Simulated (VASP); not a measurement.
Set up this calculation in VASP 6.6.1, as an ASE script.

| Item | Value |
| --- | --- |
| Task | single point |
| Functional | PBEsol |
| Potentials or basis | VASP PAW PBE potentials, release 54 (Mo_sv) |
| Cutoff | 520 eV |
| k mesh | 11 × 11 × 11 |
| Occupations | gaussian, width 0.05 eV |
| Spin | no spin polarisation |
| Further INCAR settings | ALGO = Normal; EDIFF = 1.00e-07; NBANDS = 13 |

Crystal: Mo.

```xyz
1
Lattice="0.0000 2.0150 2.0150 2.0150 0.0000 2.0150 2.0150 2.0150 0.0000" Properties=species:S:1:pos:R:3 pbc="T T T"
Mo    0.0000    0.0000    0.0000
```

This isn't the form of Mo at room conditions, which is bcc.

The input as run:

run.py

```python
from ase import Atoms
from ase.calculators.vasp import Vasp
from ase.dft.bandgap import bandgap

atoms = Atoms(
    ['Mo'],
    cell=[[0.0, 2.015, 2.015], [2.015, 0.0, 2.015], [2.015, 2.015, 0.0]],
    scaled_positions=[[0.0, 0.0, 0.0]],
    pbc=True,
)
calc = Vasp(
    directory='calc',
    xc='pbesol',
    pp='PBE',
    setups='recommended',
    pp_version='54',
    prec='Accurate',
    encut=520,
    ediff=1e-07,
    ismear=0,
    sigma=0.05,
    lreal=False,
    lasph=True,
    nelm=80,
    algo='Normal',
    isif=2,
    lwave=False,
    lcharg=True,
    lelf=True,
    lvhar=True,
    kpts=[11, 11, 11],
    gamma=True,
    nbands=13,
)
atoms.calc = calc

print('energy (eV):', atoms.get_potential_energy())
print('free energy (eV):', atoms.get_potential_energy(force_consistent=True))
print('forces (eV/A):')
print(atoms.get_forces())
print('stress (eV/A^3, Voigt):', atoms.get_stress())
print('Fermi level (eV):', calc.get_fermi_level())
gap, top, bottom = bandgap(calc)
print('band gap (eV):', gap, 'from (spin, k, band)', top, 'to', bottom)
```

Potentials or basis: VASP PAW PBE potentials, release 54 (Mo_sv).

Command:

```console
$ python run.py
```

It gave:

| Property | Result |
| --- | --- |
| Pressure | -11.2 GPa |
| Band gap on the k mesh | none (metal or under the smearing width) |

Caveat: the PAW data sets were made with another functional, which shifts forces and pressure a little.

Run time: 9.7 s on 1 thread of Intel(R) Xeon(R) 6975P-C (Granite Rapids), on a shared host, peak memory 0.13 GiB.
